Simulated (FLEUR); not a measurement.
MgS (Niningerite):

```
CELL_PARAMETERS angstrom
0.00000 2.60165 2.60165
2.60165 0.00000 2.60165
2.60165 2.60165 0.00000
ATOMIC_POSITIONS crystal
S 0.50000 0.50000 0.50000
Mg 0.00000 0.00000 0.00000
```

Base run:

```yaml
Program: FLEUR MaX-R8.1 (later development tree)
Functional: PBEsol
Potentials_or_basis: all-electron
Basis: FLAPW
Kmax: 4.3 1/bohr
k_mesh: 9 × 9 × 9
Occupations: fermi-dirac, width 0.05 eV
Spin: no spin polarisation
```

Its results: band gap on the k mesh 2.83 eV, indirect (least direct gap 3.59 eV).

**Question.** After a change of settings the same cell gave: band gap on the k mesh 2.92 eV, indirect (least direct gap 3.72 eV). Which change was it?
A. functional from PBEsol to LDA
B. functional from PBEsol to r2SCAN
C. functional from PBEsol to PBE

**Answer.** C.

Caveats: the mesh misses the band edges, which the band path finds closer together.

Not every run made on this cell is shown here.
